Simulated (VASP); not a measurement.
# LiF in VASP: one cell, several levels of theory, part 2 of 2

The system is LiF, a lower-symmetry cell derived from the CsCl type prototype, a generated structure that needn't be the ground state.

VASP 6.6.1, plane waves, PAW. Earlier steps stand in the parts before.

## Step 3: r2SCAN

INCAR

```
ENCUT = 520.000000
SIGMA = 0.010000
EDIFF = 1.00e-07
ALGO = Normal
METAGGA = R2SCAN
PREC = Accurate
IBRION = -1
ISIF = 2
ISMEAR = 0
NBANDS = 12
NELM = 120
NSW = 0
LASPH = .TRUE.
LCHARG = .FALSE.
LWAVE = .FALSE.
LREAL = .FALSE.
```

KPOINTS

```
KPOINTS created by Atomic Simulation Environment
0
Gamma
10 10 10
0 0 0
```

KPOINTS_OPT

```
special points
4
Reciprocal
0.0000000000 0.0000000000 0.0000000000 1
0.0000000000 0.5000000000 0.0000000000 1
0.5000000000 0.5000000000 0.0000000000 1
0.5000000000 0.5000000000 0.5000000000 1
```

POSCAR

```
Li F
 1.0000000000000000
     2.5191484863000002   -0.1390269344000000   -0.1390269344000000
    -0.1390269344000000    2.5191484863000002   -0.1390269344000000
    -0.1390269344000000   -0.1390269344000000    2.5191484863000002
 Li  F
   1   1
Cartesian
  0.0000000000000000  0.0000000000000000  0.0000000000000000
  1.1205473087500002  1.1205473087500002  1.1205473087500002
```

Command:

```sh
> mpirun -np 1 vasp_std
```

Standard output, without the iteration lines:

```text
POSCAR found type information on POSCAR LiF
 POSCAR found :  2 types and       2 ions
 -----------------------------------------------------------------------------
|                                                                             |
|                                                                             |
|     You enforced a specific xc type in the INCAR file but a different       |
|     I HOPE YOU KNOW WHAT YOU ARE DOING!                                     |
|                                                                             |
 -----------------------------------------------------------------------------

 LDA part: xc-table for (None), standard interpolation
 POSCAR, INCAR and KPOINTS ok, starting setup
 FFT: planning ... GRIDC
 FFT: planning ... GRID_SOFT
 FFT: planning ... GRID
 WAVECAR not read
 entering main loop
 Start KPOINTS_OPT (optional k-point list driver)
k-point batch [1-4\4]
```

OSZICAR:

```text
N       E                     dE             d eps       ncg     rms          rms(c)
DAV:   1     0.274179206593E+02    0.27418E+02   -0.55189E+03  2904   0.867E+02
DAV:   2    -0.134519489034E+02   -0.40870E+02   -0.40135E+02  3448   0.192E+02
DAV:   3    -0.144480201728E+02   -0.99607E+00   -0.99451E+00  3564   0.262E+01
DAV:   4    -0.144560771594E+02   -0.80570E-02   -0.80566E-02  3136   0.264E+00
DAV:   5    -0.144561747161E+02   -0.97557E-04   -0.97556E-04  3628   0.226E-01    0.390E+00
DAV:   6    -0.113370311627E+02    0.31191E+01   -0.66919E-01  2884   0.604E+00    0.155E+00
DAV:   7    -0.113163706482E+02    0.20661E-01   -0.53827E-01  3320   0.499E+00    0.123E+00
DAV:   8    -0.114740788099E+02   -0.15771E+00   -0.12549E+00  2868   0.756E+00    0.284E+00
DAV:   9    -0.113100054214E+02    0.16407E+00   -0.83434E-01  2860   0.580E+00    0.108E-01
DAV:  10    -0.113091166360E+02    0.88879E-03   -0.83888E-03  3116   0.932E-01    0.118E-01
DAV:  11    -0.113091738260E+02   -0.57190E-04   -0.76306E-05  3424   0.917E-02    0.976E-02
DAV:  12    -0.113090257494E+02    0.14808E-03   -0.11158E-03  3032   0.216E-01    0.703E-03
DAV:  13    -0.113090259753E+02   -0.22586E-06   -0.11384E-05  3216   0.329E-02    0.434E-03
DAV:  14    -0.113090279813E+02   -0.20061E-05   -0.64887E-07  3628   0.651E-03    0.106E-03
DAV:  15    -0.113090275099E+02    0.47147E-06   -0.13414E-07  1748   0.278E-03    0.141E-04
DAV:  16    -0.113090274369E+02    0.72994E-07   -0.37071E-09  1560   0.536E-04
   1 F= -.11309027E+02 E0= -.11309027E+02  d E =-.505169E-12
       N       E                     dE             ncg
DAV:   1     0.121251447215E+04   -0.18265E+04       96
DAV:   2     0.102995120900E+04   -0.18256E+03      112
DAV:   3     0.102602430508E+04   -0.39269E+01      136
DAV:   4     0.102600087109E+04   -0.23434E-01       96
DAV:   5     0.102600048709E+04   -0.38399E-03      140
DAV:   6     0.102600048678E+04   -0.31341E-06      112
DAV:   7     0.102600048678E+04   -0.10996E-08      132
```

From OUTCAR:

```text
k-points           NKPTS =    116   k-points in BZ     NKDIM =    116   number of bands    NBANDS=     12

   NELECT =      10.0000    total number of electrons

   dimension x,y,z NGX =    20 NGY =   20 NGZ =   20
   dimension x,y,z NGXF=    40 NGYF=   40 NGZF=   40

  energy-cutoff  :      520.00
  volume of cell :       15.84
      direct lattice vectors                 reciprocal lattice vectors
     2.519148486 -0.139026934 -0.139026934     0.399535438  0.023337542  0.023337542
    -0.139026934  2.519148486 -0.139026934     0.023337542  0.399535438  0.023337542
    -0.139026934 -0.139026934  2.519148486     0.023337542  0.023337542  0.399535438

 k-points in reciprocal lattice and weights: KPOINTS created by Atomic Simulation Env
   0.00000000  0.00000000  0.00000000       0.001
   0.10000000  0.00000000  0.00000000       0.006
   0.20000000  0.00000000  0.00000000       0.006
   0.30000000  0.00000000  0.00000000       0.006
   0.40000000  0.00000000  0.00000000       0.006
   0.50000000  0.00000000  0.00000000       0.003
   0.10000000  0.10000000  0.00000000       0.006
   0.20000000  0.10000000  0.00000000       0.012
[... 108 more k-points ...]

 E-fermi :  -0.2363

 k-point     1 :       0.0000    0.0000    0.0000
  band No.  band energies     occupation
      1     -43.9870      2.00000
      2     -22.3083      2.00000
      3      -1.4408      2.00000
      4      -0.6526      2.00000
      5      -0.6526      2.00000
      6       9.0655      0.00000
      7      20.4770      0.00000
      8      20.4770      0.00000
      9      22.8019      0.00000
     10      22.8019      0.00000
     11      25.1582      0.00000
     12      37.4017      0.00000

 k-point     2 :       0.1000    0.0000    0.0000
  band No.  band energies     occupation
      1     -43.9816      2.00000
      2     -22.2667      2.00000
      3      -1.5547      2.00000
      4      -0.8514      2.00000
      5      -0.6244      2.00000
      6       9.3027      0.00000
      7      19.0414      0.00000
      8      20.6433      0.00000
      9      22.9059      0.00000
     10      24.0310      0.00000
     11      25.8213      0.00000
     12      35.4444      0.00000

 k-point     3 :       0.2000    0.0000    0.0000
  band No.  band energies     occupation
      1     -43.9677      2.00000
      2     -22.1561      2.00000
      3      -2.1872      2.00000
      4      -0.9540      2.00000
      5      -0.5494      2.00000
      6       9.8026      0.00000
      7      17.4361      0.00000
      8      21.0563      0.00000
      9      23.2659      0.00000
     10      23.8875      0.00000
     11      28.9623      0.00000
     12      33.0346      0.00000

 k-point     4 :       0.3000    0.0000    0.0000
  band No.  band energies     occupation
      1     -43.9506      2.00000
      2     -22.0142      2.00000
      3      -3.0720      2.00000
      4      -0.8575      2.00000
      5      -0.4549      2.00000
      6      10.2046      0.00000
      7      16.4586      0.00000
      8      21.4605      0.00000
      9      23.2491      0.00000
     10      24.0579      0.00000
     11      31.0662      0.00000
     12      32.9331      0.00000

 k-point     5 :       0.4000    0.0000    0.0000
  band No.  band energies     occupation
      1     -43.9366      2.00000
      2     -21.8951      2.00000
      3      -3.7490      2.00000
      4      -0.7494      2.00000
      5      -0.3768      2.00000
      6      10.3675      0.00000
      7      16.0547      0.00000
      8      21.6540      0.00000
      9      22.6728      0.00000
     10      25.3744      0.00000
     11      29.3138      0.00000
     12      35.0014      0.00000

 k-point     6 :       0.5000    0.0000    0.0000
  band No.  band energies     occupation
      1     -43.9313      2.00000
      2     -21.8482      2.00000
      3      -3.9975      2.00000
      4      -0.7052      2.00000
      5      -0.3466      2.00000
      6      10.3941      0.00000
      7      15.9713      0.00000
      8      21.6961      0.00000
      9      22.4433      0.00000
     10      26.5841      0.00000
     11      27.9988      0.00000
     12      34.3296      0.00000

 k-point     7 :       0.1000    0.1000    0.0000
  band No.  band energies     occupation
      1     -43.9757      2.00000
      2     -22.2276      2.00000
      3      -1.6183      2.00000
      4      -0.9975      2.00000
      5      -0.7142      2.00000
      6       9.6082      0.00000
      7      18.1711      0.00000
      8      19.7549      0.00000
      9      23.6542      0.00000
     10      25.4139      0.00000
     11      26.4403      0.00000
     12      35.5710      0.00000

 k-point     8 :       0.2000    0.1000    0.0000
  band No.  band energies     occupation
      1     -43.9617      2.00000
      2     -22.1165      2.00000
      3      -2.1747      2.00000
      4      -1.1678      2.00000
      5      -0.6603      2.00000
      6      10.1926      0.00000
      7      16.9180      0.00000
      8      19.6293      0.00000
      9      23.4708      0.00000
     10      26.0226      0.00000
     11      29.8094      0.00000
     12      34.0445      0.00000

 k-point     9 :       0.3000    0.1000    0.0000
  band No.  band energies     occupation
      1     -43.9449      2.00000
      2     -21.9715      2.00000
      3      -3.0518      2.00000
      4      -1.0926      2.00000
      5      -0.5596      2.00000
      6      10.6610      0.00000
      7      16.1067      0.00000
      8      19.8396      0.00000
      9      22.9579      0.00000
     10      26.9746      0.00000
     11      31.8363      0.00000
     12      33.6197      0.00000

 k-point    10 :       0.4000    0.1000    0.0000
  band No.  band energies     occupation
      1     -43.9318      2.00000
      2     -21.8474      2.00000
      3      -3.7242      2.00000
      4      -1.0002      2.00000
      5      -0.4703      2.00000
      6      10.8282      0.00000
      7      15.8410      0.00000
      8      20.2028      0.00000
      9      22.5304      0.00000
     10      27.9940      0.00000
     11      29.4338      0.00000
     12      33.3078      0.00000

 k-point    11 :       0.5000    0.1000    0.0000
  band No.  band energies     occupation
      1     -43.9273      2.00000
      2     -21.7962      2.00000
      3      -3.9661      2.00000
      4      -0.9650      2.00000
      5      -0.4293      2.00000
      6      10.8073      0.00000
      7      15.8811      0.00000
      8      20.6961      0.00000
      9      22.3958      0.00000
     10      26.8947      0.00000
     11      28.8562      0.00000
     12      33.9685      0.00000

 k-point    12 :      -0.4000    0.1000   -0.0000
  band No.  band energies     occupation
      1     -43.9333      2.00000
      2     -21.8410      2.00000
      3      -3.7096      2.00000
      4      -1.0106      2.00000
      5      -0.4510      2.00000
      6      10.7041      0.00000
      7      16.1015      0.00000
      8      21.1753      0.00000
      9      22.5173      0.00000
     10      25.1420      0.00000
     11      29.2372      0.00000
     12      35.2373      0.00000

 k-point    13 :      -0.3000    0.1000   -0.0000
  band No.  band energies     occupation
      1     -43.9474      2.00000
      2     -21.9610      2.00000
      3      -3.0255      2.00000
      4      -1.1149      2.00000
      5      -0.5247      2.00000
      6      10.4578      0.00000
      7      16.6832      0.00000
      8      21.0733      0.00000
      9      22.7846      0.00000
     10      24.4345      0.00000
     11      29.8770      0.00000
     12      32.5777      0.00000

 k-point    14 :      -0.2000    0.1000    0.0000
  band No.  band energies     occupation
      1     -43.9642      2.00000
      2     -22.1063      2.00000
      3      -2.1417      2.00000
      4      -1.2024      2.00000
      5      -0.6182      2.00000
      6      10.0018      0.00000
      7      17.8406      0.00000
      8      20.3410      0.00000
      9      23.1476      0.00000
     10      24.3756      0.00000
     11      28.8677      0.00000
     12      31.2981      0.00000

 k-point    15 :      -0.1000    0.1000    0.0000
  band No.  band energies     occupation
      1     -43.9772      2.00000
      2     -22.2213      2.00000
      3      -1.6015      2.00000
      4      -1.0277      2.00000
      5      -0.6742      2.00000
      6       9.5002      0.00000
      7      19.4159      0.00000
      8      19.7830      0.00000
      9      23.3899      0.00000
     10      23.7748      0.00000
     11      26.4938      0.00000
     12      33.2951      0.00000

[... the tables of k-points 16 to 116 left out ...]

  Total        0.0856884      0.0856884      0.0856884     -0.1091576     -0.1091576     -0.1091576
  in kB        8.6697250      8.6697250      8.6697250    -11.0442728    -11.0442728    -11.0442728
  external PRESSURE =       8.6697250 kB  Pullay stress =       0.0000000 kB

 POSITION                                       TOTAL-FORCE (eV/Angst)
 -----------------------------------------------------------------------------------
      0.00000      0.00000      0.00000         0.000000      0.000000      0.000000
      1.12055      1.12055      1.12055        -0.000000     -0.000000     -0.000000
 -----------------------------------------------------------------------------------
    total drift:                               -0.000000      0.000000     -0.000000

  FREE ENERGIE OF THE ION-ELECTRON SYSTEM (eV)
  ---------------------------------------------------
  free  energy   TOTEN  =       -11.3090274369 eV

  energy  without entropy=      -11.3090274369  energy(sigma->0) =      -11.30902744
```

Hardware: 1 MPI rank of Intel Xeon Platinum 8488C, shared host.

The levels at the points of KPOINTS_OPT are read from vasprun.xml.

Near the gap, in eV above the top of the last filled band v; c is the band after it:

| point | v−1 | v | c | c+1 |
| --- | --- | --- | --- | --- |
| Γ | -0.37 | -0.37 | 9.34 | 20.75 |
| X | -0.43 | -0.07 | 10.67 | 16.25 |
| M | -3.17 | 0.00 | 14.60 | 15.40 |
| R | -2.46 | -2.05 | 11.69 | 11.69 |

The r2SCAN gap is 9.34 eV and indirect (M to Γ), with 9.72 eV as the least direct one. Pressure: 0.87 GPa; the forces vanish within 0.01 eV/Å.

## Step 4: What came out

The summary covers parts 1 to 2.

| level | gap (eV) | pressure (GPa) | Ansatz: gap (eV) | Ansatz: pressure (GPa) |
| --- | --- | --- | --- | --- |
| PBE | 8.15 | 5.62 | 8.14 | 6.04 |
| r2SCAN | 9.34 | 0.87 | 9.10 | 2.12 |

What this shows: The gap runs from 8.15 eV (PBE) to 9.34 eV (r2SCAN). At this one volume the pressure spans 0.9 GPa (r2SCAN) to 5.6 GPa (PBE): PBE wants the largest cell and r2SCAN the smallest. The two programs agree on the gap within 0.25 eV. Each program uses its own PAW datasets and cutoff.
